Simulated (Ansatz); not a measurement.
Starting cell, CaF2 (fluorite):

```
CaF2
1.0
    0.00000     2.72024     2.72024
    2.72024     0.00000     2.72024
    2.72024     2.72024     0.00000
Ca F
1 2
Direct
  0.00000   0.00000   0.00000
  0.25000   0.25000   0.25000
  0.75000   0.75000   0.75000
```

The atoms are displaced by Q × the pattern below (from a DFPT mode at Γ, largest move 1; Q in Å), at fixed cell. It is one choice among 3 degenerate patterns.

```csv
atom,x,y,z
Ca1,0.000,0.000,0.948
F2,0.000,0.000,-1.000
F3,0.000,0.000,-1.000
```

These are r2SCAN (plane waves to 500 eV, PAW, scalar-relativistic; Ansatz, an electronic-structure program) values and carry that method's errors. k mesh 11×11×11 (Γ-centred), Fermi-Dirac smearing 0.05 eV. CaF2 was relaxed with its symmetry unable to fall. The PAW data are Ansatz's earlier set. 

```csv
Q (Å),−dE/dQ from forces (eV/Å)
-0.180,3.509
-0.150,2.902
-0.120,2.301
-0.090,1.712
-0.060,1.133
-0.030,0.564
0.000,0.000
0.030,-0.564
0.060,-1.133
0.090,-1.712
0.120,-2.301
0.150,-2.902
0.180,-3.509
```

What harmonic wavenumber does the curvature at Q = 0 give?

263 cm⁻¹. E″ = 18.78 eV/Å², M = Σ mᵢ|uᵢ|² = 74.0 u, ν̃ = 521.5·√(|E″|/M).

(A displaced cell: forces are minus the slopes of the energy, force constants its curvatures, and phonons follow from these.)
